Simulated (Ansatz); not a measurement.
# CuO (Tenorite) (Cc) in Ansatz: notebook, part 2 of 2

Ansatz 0.2.0. Earlier steps stand in the parts before.

## 3. Band structure, r2SCAN

Contents of input.yaml:

```yaml
crystal:
  lattice:
    - [2.34465, -1.7134, 0.0]
    - [2.34465, 1.7134, 0.0]
    - [-0.8605543552, 0.0, 5.0594363927]
  atoms:
    - { symbol: Cu, position: [0.4968, 0.0032, 0.5] }
    - { symbol: Cu, position: [0.0032, 0.4968, 0.0] }
    - { symbol: O, position: [0.4056, 0.5714, 0.7537] }
    - { symbol: O, position: [0.5714, 0.4056, 0.2537] }
hamiltonian:
  xc: r2scan
  pseudopotentials: { kind: paw }
kpoints:
  mp_grid: { grid: [10, 10, 5] }
  band_path:
    path:
      - [[0.0, 0.0, 0.0], [-0.5, -0.5, 0.0], [-0.5249462874, -0.5249462874, 0.3256415493], [-0.5, -0.5, 0.5], [-0.6336780905, -0.3663219095, 0.5]]
      - [[-0.3663219095, 0.3663219095, 0.5], [0.0, 0.0, 0.5], [-0.4750537126, -0.4750537126, 0.6743584507]]
      - [[-0.5, -0.5, 0.0], [-0.6126314136, -0.3873685864, 0.0]]
      - [[-0.3873685864, 0.3873685864, 0.0], [0.0, 0.0, 0.0], [-0.5, 0.0, 0.0]]
      - [[-0.5, 0.0, 0.5], [0.0, 0.0, 0.0]]
    npoints: 14
scf:
  occupations: { method: fermi_dirac, width: 0.05 }
  n_extra_bands: 10
output:
  forces: true
  stress: true
  eigenvalues: true
  fatbands: true
```

Potentials or basis: Ansatz PAW.

On the command line:

```sh
$ ansatz run input.yaml --threads 2 --pin off --max-ram 5632MiB --backend cpu --events-out ev --progress --plain --runs-dir out
```

Log:

```text
Warning: RAYON_NUM_THREADS=2 ignored (pool sized by the plan → 2); use --threads N
scf.n_extra_bands = 10 over 25 filled bands (N_el = 50.0): the run solves 35 bands
Engine: ansatz 0.2.0, aarch64-unknown-linux-gnu
Pseudopotentials: kind: paw
Pseudopotential: Cu, paw, valence charge 19, recommended cutoff 500 eV (meta_gga), Cu.paw.azcp
Pseudopotential: O, paw, valence charge 6, recommended cutoff 500 eV (meta_gga), O.paw.azcp
Functional definition: r2SCAN
  parameter k0 = 0.174
  parameter k1 = 0.065
  parameter a1 = 4.9479
  exchange = r2scan_x(k0 = k0, k1 = k1, a1 = a1)
  correlation = r2scan_c
Crystal: 4 atoms, lattice volume = 40.651 Å³
Basis set: ecut = 500 eV, 1035 PW (Γ), exchange–correlation on 96×96×160 points (64 copies of the dense FFT grid, shifted against one another)
Bands: 35, of which v1, the nominal top of the filled ones, is band 25 counted from 1 (24 counted from 0)
Symmetry: 2 space group operations
Space group: Cc (ITA 9), of the structure as read, at distance tolerance 3.4e-5 Å
k-points: 141 of 500 (time reversal used)
Non-local potential: Cu, projectors of the file, l = 0: 3, l = 1: 2, l = 2: 3, l = 3: 1
Non-local potential: O, projectors of the file, l = 0: 2, l = 1: 2, l = 2: 1
PAW form: soft (Blöchl's): semilocal exchange-correlation on the pseudo side does not see the compensation charge
PAW frozen core: Cu, regenerated for the run's functional (the file was generated under x = pbe(κ = 0.804, μ = 0.2195149727645171), c = pbe(β = 0.06672455060314922))
PAW frozen core: O, regenerated for the run's functional (the file was generated under x = pbe(κ = 0.804, μ = 0.2195149727645171), c = pbe(β = 0.06672455060314922))
PAW one-centre angular grid: Cu, 590 points (default); XC on 160 Gauss nodes
PAW one-centre angular grid: O, 302 points (default); XC on 160 Gauss nodes
Initial density: superposition of atomic densities (neutral atoms: chi_scale 0, normalization atom), corrected by the library's trained network
Initial wavefunctions: pseudopotential atomic-orbital guess
Functional: x = r2scan, c = r2scan; τ floored in thin density (d = 2e-4 eV/Å³)
SCF iter   1: F=—  HF=-14397.128120 eV  |F-HF|=—  |Δ(HF+E_count)|=         —  Δρ=2.45e-2  dr2=1.25e-1  dr2_τ=8.23e-2  ethr=1.77e-3  ⟨swp⟩=5.4  Hψ=18635  notcnv=0  defer=66
preconditioner: auto → Kerker (q_TF=auto, 2.824 Å⁻¹)  [metal: Δε(μ)=0.009 eV  Ē_g=16.758 eV  σ=0.050 eV  W_gap=0.04  n_scr=20 (ndim 8)  ℏωp=34.0 eV  f_vac=0.000  D(μ)=2.27/eV (n_scr^D=22)]
SCF iter   2: F=—  HF=-14397.143506 eV  |F-HF|=—  |Δ(HF+E_count)|=   1.54e-2  Δρ=9.18e-3  dr2=2.87e-2  dr2_τ=2.22e-3  ethr=2.50e-4  ⟨swp⟩=2.4  Hψ=9373  notcnv=0  defer=457
SCF iter   3: F=—  HF=-14397.135889 eV  |F-HF|=—  |Δ(HF+E_count)|=   7.62e-3  Δρ=8.03e-3  dr2=1.49e-2  dr2_τ=8.24e-4  ethr=5.75e-5  ⟨swp⟩=2.2  Hψ=7590  notcnv=0  defer=457
SCF iter   4: F=—  HF=-14397.134075 eV  |F-HF|=—  |Δ(HF+E_count)|=   1.81e-3  Δρ=3.60e-3  dr2=3.67e-3  dr2_τ=1.13e-4  ethr=2.98e-5  ⟨swp⟩=1.0  Hψ=4487  notcnv=0  defer=457
SCF iter   5: F=—  HF=-14397.133382 eV  |F-HF|=—  |Δ(HF+E_count)|=   6.93e-4  Δρ=8.39e-4  dr2=3.07e-4  dr2_τ=1.32e-5  ethr=7.35e-6  ⟨swp⟩=2.4  Hψ=6808  notcnv=0  defer=457
SCF iter   6: F=—  HF=-14397.133413 eV  |F-HF|=—  |Δ(HF+E_count)|=   3.06e-5  Δρ=2.41e-4  dr2=2.98e-5  dr2_τ=7.89e-7  ethr=6.14e-7  ⟨swp⟩=2.6  Hψ=7368  notcnv=0  defer=457
SCF iter   7: F=—  HF=-14397.133412 eV  |F-HF|=—  |Δ(HF+E_count)|=   7.55e-7  Δρ=1.02e-4  dr2=3.03e-6  dr2_τ=1.36e-7  ethr=5.96e-8  ⟨swp⟩=2.4  Hψ=6608  notcnv=0  defer=457
SCF iter   8: F=—  HF=-14397.133413 eV  |F-HF|=—  |Δ(HF+E_count)|=   2.80e-7  Δρ=2.61e-5  dr2=2.83e-7  dr2_τ=6.78e-9  ethr=6.06e-9  ⟨swp⟩=1.0  Hψ=4479  notcnv=0  defer=457
SCF iter   9: F=-14397.133413 eV  HF=-14397.133413 eV  |F-HF|=9.91e-10  |Δ(HF+E_count)|=   1.31e-8  Δρ=6.84e-6  dr2=1.17e-8  dr2_τ=6.47e-10  ethr=2.00e-10  ⟨swp⟩=8.0  Hψ=21086  notcnv=0
SCF 1 converged in 9 iterations: F = -14397.133413 eV  dr2 = 1.17e-8
NSCF: frozen V_eff on 145 k-points
SCF converged after 9 iterations
Free energy (F): -14397.133413 eV
Harris-Foulkes:  -14397.133413 eV  (|F-HF|=9.91e-10)
Internal energy: -14397.115021 eV  (E = F + TS)
E sigma→0 (E₀):  -14397.124217 eV
Entropy (-TS):   -0.018392 eV (-4.598 meV/atom)
Fermi energy:    12.001056 eV
--- Per-component energies (eV) ---
  E_band       = -921.142275
  E_kinetic    = 944.060887
  E_local      = -9696.794619  (includes V_loc(G=0)·N_el)
  E_nonlocal   = 889.355016
  E_hartree    = 4209.476835
  E_xc         = -311.481175
  E_vxc        = -455.190096  (∫ρ·V_xc dr)
  E_paw        = -3674.230850  (= ΣΔE_a)
  E_vpaw       = -1051.865081  (= ΣTr[D̂ρ^β])
  E_aug_tail   = 0.002360  (compensation charges beyond the density's cutoff)
  E_vtau       = 30.329064  (kinetic-family band-sum trace: ∫τ·v_τ [+ j·A + Jᵃ·Aᵃ] dr)
  E_ewald      = -6756.837377
  E_core_change = -0.666098  (= ΣΔE_core)
  E_smearing   = -0.018392  (= −TS)
  E_closure    = -0.000000  (closes the sum)
  Σ components = -14397.133413   (vs F -14397.133413, Δ=0.00e0)
--- Forces (eV/Å), atoms counted from 1 ---
  atom   1  Cu    -0.61008063    -0.33041587     0.24010409
  atom   2  Cu    -0.61008063     0.33041587     0.24010409
  atom   3  O      0.61007486    -0.33180903    -0.24009408
  atom   4  O      0.61007486     0.33180903    -0.24009408
  max |Σ_I F_I| component: 2.00e-5 eV/Å
--- Stress (GPa, compression-positive) ---
       -1.762105       0.000000      -1.151248
        0.000000       0.262505       0.000000
       -1.151247       0.000000      -2.434765
  P = ⅓ Tr σ = -1.3115 GPa (-13.115 kbar)
--- Band table (eV; the first three rows and the last of 141) ---
  k-point 0: bands = ["-104.5108", "-104.5102", "-60.4830", "-60.4825", "-60.4653", "-60.4562", "-60.0618", "-60.0613", "-9.1097", "-7.8315", "3.6021", "6.2359", "6.5867", "8.4007", "8.5203", "8.5268", "8.8061", "9.0383", "9.1096", "9.2729", "9.5006", "9.5887", "9.6892", "10.1287", "12.1902", "12.9399", "13.9969", "18.5022", "20.6636", "25.9592", "28.2727", "29.0140", "29.3848", "29.7143", "30.8393"]
  k-point 1: bands = ["-104.5107", "-104.5102", "-60.4829", "-60.4825", "-60.4645", "-60.4571", "-60.0617", "-60.0613", "-9.0050", "-7.9757", "3.9753", "6.3236", "6.6103", "7.7669", "8.1540", "8.2574", "8.8806", "9.0134", "9.2626", "9.3416", "9.5381", "9.7218", "9.9922", "10.0427", "12.1590", "12.7903", "14.5361", "17.8962", "21.5363", "25.9752", "27.7836", "27.8356", "29.5741", "29.9539", "31.2789"]
  k-point 2: bands = ["-104.5106", "-104.5104", "-60.4828", "-60.4826", "-60.4622", "-60.4594", "-60.0616", "-60.0615", "-8.7166", "-8.3263", "4.9820", "6.2814", "6.5505", "6.8080", "7.7538", "7.7833", "9.0379", "9.1050", "9.3720", "9.3883", "9.5057", "9.6896", "10.2194", "10.3456", "12.1532", "12.4311", "15.6655", "16.8410", "23.2776", "25.2132", "26.7943", "27.1708", "29.7609", "30.0235", "31.1669"]
  k-point 140: bands = ["-104.5093", "-104.5092", "-60.4964", "-60.4953", "-60.4601", "-60.4585", "-60.0699", "-60.0691", "-7.7656", "-7.6555", "4.9170", "5.4210", "6.0828", "6.1860", "6.5958", "6.9733", "8.9866", "9.2647", "9.4834", "9.4955", "10.0831", "10.0943", "10.4914", "10.6131", "11.3222", "11.9940", "17.0217", "18.2044", "21.1724", "21.9209", "25.4021", "25.5510", "28.4227", "28.6152", "28.8996"]
```

Run time: 39 s. Hardware: 2 threads of Arm Neoverse V1, shared host; peak memory 0.51 GiB.

What came out:

```yaml
Free_energy: -14397.1334 eV
Pressure: -1.3 GPa
Largest_force: 0.735 eV/Å
Band_gap_on_the_k_mesh: none (metal or under the smearing width)
```

Forces in eV/Å, atoms in the order of the input:
```
Cu  -0.610 -0.330  0.240
Cu  -0.610  0.330  0.240
O    0.610 -0.332 -0.240
O    0.610  0.332 -0.240
```

Stress tensor (GPa, compression positive):
```
-1.76  0.00 -1.15
 0.00  0.26  0.00
-1.15  0.00 -2.43
```

Levels at the corners of the path, in eV from the Fermi level:
```tsv
point	band 22	band 23	band 24	band 25	band 26	band 27	band 28	band 29
Γ	-2.41	-2.31	-1.87	0.19	0.94	2.00	6.50	8.66
Y	-2.28	-1.68	-1.39	-0.76	1.10	3.72	7.51	9.00
F	-2.02	-1.50	-1.43	-0.69	0.22	4.61	6.56	9.19
L	-1.84	-1.47	-1.47	-0.38	-0.38	5.59	5.59	9.55
I	-1.99	-1.65	-1.65	-0.28	-0.28	6.26	6.26	9.65
I1	-1.99	-1.65	-1.65	-0.28	-0.28	6.26	6.26	9.65
Z	-2.43	-1.66	-1.66	0.26	0.26	4.26	4.26	12.26
F1	-2.02	-1.50	-1.43	-0.69	0.22	4.61	6.56	9.19
Y	-2.28	-1.68	-1.39	-0.76	1.10	3.72	7.51	9.00
X1	-2.22	-1.55	-1.46	-1.33	0.92	5.24	7.62	8.18
X	-2.22	-1.55	-1.46	-1.33	0.92	5.24	7.62	8.18
Γ	-2.41	-2.31	-1.87	0.19	0.94	2.00	6.50	8.66
N	-1.79	-1.66	-1.56	-0.02	0.30	5.28	6.79	7.41
M	-2.35	-1.86	-1.77	-0.13	0.74	5.53	6.98	8.61
Γ	-2.41	-2.31	-1.87	0.19	0.94	2.00	6.50	8.66
```

Caveat: the run has no spin polarisation, though such a crystal can be magnetic; semilocal functionals often make such compounds metallic where correlation or magnetic order opens a gap, which also shifts bond lengths; the PAW data sets come from PBE, with cores solved anew for the run's functional, which leaves a small shift of forces and pressure. With open d or f shells a metallic result of r2SCAN can be an artefact of self-interaction; +U or a hybrid may open a gap.
